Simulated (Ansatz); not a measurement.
Runs of Ansatz 0.2.0 on SnO2 (Cassiterite). The structure is tetragonal, space group P4_2/mnm (No. 136). Conventional cell: a = 4.738 Å, b = 4.738 Å, c = 3.187 Å, α = 90.00°, β = 90.00°, γ = 90.00°. Around Sn (site symmetry mmm) lie 6 O at 2.05 to 2.06 Å. O (site symmetry m2m) is surrounded by 3 Sn at 2.05 to 2.06 Å. 

```tsv
level	cutoff (eV)	gap on the mesh (eV)	pressure (GPa)	largest force (eV/Å)
RPBE	420	1.37	15.4	(b)
BLYP	420	(c)	16.7	0.35
PBEsol	420	1.18	4.7	0.21
r2SCAN	500	1.96	3.3	(a)
revPBE	420	1.35	14.2	0.30
LDA	420	1.13	-0.7	0.15
PBE	420	1.28	11.1	0.28
```

Alike in all rows: task band structure; potentials or basis Ansatz PAW; no spin polarisation; cell as given; k mesh 6 × 6 × 8; smearing fermi-dirac 0.05 eV.

Problem. Fill in the values left out.

Solution. (a) 0.24; (b) 0.31; (c) 1.32.

Caveats: spin-orbit coupling is left out, which moves the levels of the heavy elements; the PAW data sets come from PBE, with cores solved anew for the run's functional, which leaves a small shift of forces and pressure (some runs).

A k mesh can miss the band edges, and the runs leave out spin-orbit coupling on Sn.
